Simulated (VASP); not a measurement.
Write the native input for VASP 6.6.1 that does the following.

```yaml
Task: band structure
Functional: PBE
Potentials_or_basis: VASP PAW PBE potentials, release 64 (Cd, S)
Cutoff: 520 eV
k_mesh: 6 × 6 × 6
Occupations: gaussian, width 0.02 eV
Spin: spin-orbit coupling, no magnetisation
Ladder: free
Further_INCAR_settings: ALGO = Fast; EDIFF = 1e-06
```

CdS (Hawleyite):

```xyz
2
Lattice="0.0000 2.9165 2.9165 2.9165 0.0000 2.9165 2.9165 2.9165 0.0000" Properties=species:S:1:pos:R:3 pbc="T T T"
Cd    0.0000    0.0000    0.0000
S     4.3748    4.3748    4.3748
```

One way to write it, as run:

POSCAR

```
CdS
1.0
    0.0000000000      2.9165000000      2.9165000000
    2.9165000000      0.0000000000      2.9165000000
    2.9165000000      2.9165000000      0.0000000000
Cd S
1 1
Direct
    0.0000000000      0.0000000000      0.0000000000
    0.7500000000      0.7500000000      0.7500000000
```

INCAR.step1

```
PREC     = Accurate       # precision mode
ENCUT    = 520            # plane-wave cutoff, eV
EDIFF    = 1E-6           # SCF threshold, eV
ISMEAR   = 0              # smearing method
SIGMA    = 0.02           # smearing width, eV
LREAL    = F              # projectors in reciprocal space
LASPH    = T              # aspherical terms in the spheres
NELM     = 100            # most SCF steps
ALGO     = Fast           # electronic algorithm
ISIF     = 2              # what is computed and relaxed
LWAVE    = F              # write WAVECAR
LCHARG   = T              # write CHGCAR
MAGMOM   = 0 0 0 0 0 0    # initial moments
LORBIT   = 11             # projections on sites
LSORBIT  = T              # spin-orbit coupling
GGA_COMPAT= F            
GGA      = PE             # functional
KPAR     = 2
```

KPOINTS.step1

```
regular mesh
0
Gamma
  6 6 6
```

INCAR.step2

```
PREC     = Accurate       # precision mode
ENCUT    = 520            # plane-wave cutoff, eV
EDIFF    = 1E-6           # SCF threshold, eV
ISMEAR   = 0              # smearing method
SIGMA    = 0.05           # smearing width, eV
LREAL    = F              # projectors in reciprocal space
LASPH    = T              # aspherical terms in the spheres
NELM     = 100            # most SCF steps
ALGO     = Fast           # electronic algorithm
ISIF     = 2              # what is computed and relaxed
LWAVE    = F              # write WAVECAR
LCHARG   = F              # write CHGCAR
MAGMOM   = 0 0 0 0 0 0    # initial moments
LORBIT   = 11             # projections on sites
LSORBIT  = T              # spin-orbit coupling
GGA_COMPAT= F            
GGA      = PE             # functional
ICHARG   = 11             # starting density
KPAR     = 2
```

KPOINTS.step2

```
path GXWKGLUWLK,UX
20
line-mode
reciprocal
 0.0000000000  0.0000000000  0.0000000000  G
 0.5000000000  0.0000000000  0.5000000000  X

 0.5000000000  0.0000000000  0.5000000000  X
 0.5000000000  0.2500000000  0.7500000000  W

 0.5000000000  0.2500000000  0.7500000000  W
 0.3750000000  0.3750000000  0.7500000000  K

 0.3750000000  0.3750000000  0.7500000000  K
 0.0000000000  0.0000000000  0.0000000000  G

 0.0000000000  0.0000000000  0.0000000000  G
 0.5000000000  0.5000000000  0.5000000000  L

 0.5000000000  0.5000000000  0.5000000000  L
 0.6250000000  0.2500000000  0.6250000000  U

 0.6250000000  0.2500000000  0.6250000000  U
 0.5000000000  0.2500000000  0.7500000000  W

 0.5000000000  0.2500000000  0.7500000000  W
 0.5000000000  0.5000000000  0.5000000000  L

 0.5000000000  0.5000000000  0.5000000000  L
 0.3750000000  0.3750000000  0.7500000000  K

 0.6250000000  0.2500000000  0.6250000000  U
 0.5000000000  0.0000000000  0.5000000000  X
```

Potentials or basis: VASP PAW PBE potentials, release 64 (Cd, S).

Command:

```sh
$ cat potpaw_PBE.64/Cd/POTCAR potpaw_PBE.64/S/POTCAR > POTCAR
$ cp INCAR.step1 INCAR
$ cp KPOINTS.step1 KPOINTS
$ mpirun -np 2 vasp_ncl > vasp.out
$ cp INCAR.step2 INCAR
$ cp KPOINTS.step2 KPOINTS
$ mpirun -np 2 vasp_ncl > vasp.out
```

Wall time 3.5 min on 2 MPI ranks on Intel(R) Xeon(R) Platinum 8259CL CPU @ 2.50GHz (Skylake/Cascade Lake) (shared host), peak memory 0.53 GiB a rank.
